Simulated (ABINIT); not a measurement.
Planning a run of ABINIT 10.8.3 on AgCl (Fm-3m). The input:

```
acell 3*1.0 Angstrom
rprim 
  0.000000000000 2.798500000000 2.798500000000
  2.798500000000 0.000000000000 2.798500000000
  2.798500000000 2.798500000000 -0.000000000000
ntypat 2
znucl 47 17
natom 2
typat 1 2
xred 
  0.000000000000 0.000000000000 0.000000000000
  0.500000000000 0.500000000000 0.500000000000
pp_dirpath "pseudos"
pseudos "Ag.upf, Cl.upf"
ecut 37
ngkpt 4 4 4
nshiftk 1
shiftk 0 0 0
kptopt 1
chksymbreak 0
irdden 1
istwfk *1
nband 105
prtvol 0
optdriver 6
gwr_task "HDIAGO"
paral_kgb 0
occopt 1
indata_prefix "in"
outdata_prefix "out"
tmpdata_prefix "tmp"
```

```sh
OMP_NUM_THREADS=1 mpirun -n 8 abinit run.abi > log
```

**Question.** Estimate wall time and host memory on 8 MPI ranks of Arm Neoverse V2, shared host.

It took 24 s; on shared hardware allow 12 s to 49 s. Peak host memory was 4.8 GiB.

[Paths, hosts, dates, memory and timing lines, banners, echoed tables and standing remarks are left out of the program output.]

[Logs are printed without paths, hosts, clocks, repeated set-up lines and the standing remarks that a program may print on its own settings, such as how far it seeks lower states.]

[Runs of the session that timed out or met a known fault of the program may be left out.]

[Hosts, paths, dates, database ids (printed as entryN), source tags and the programs' standing remarks are cut or masked in the printed files.]

[G0W0 gaps are taken among the corrected bands and points alone; a level outside them can change the order at an edge.]

[Where Ansatz stands beside ABINIT at settings called matched, ABINIT's density can come from a denser mesh and the files from another edition; pairs whose starting gaps differed by over 0.03 eV were left out, so agreement reads better than it is.]
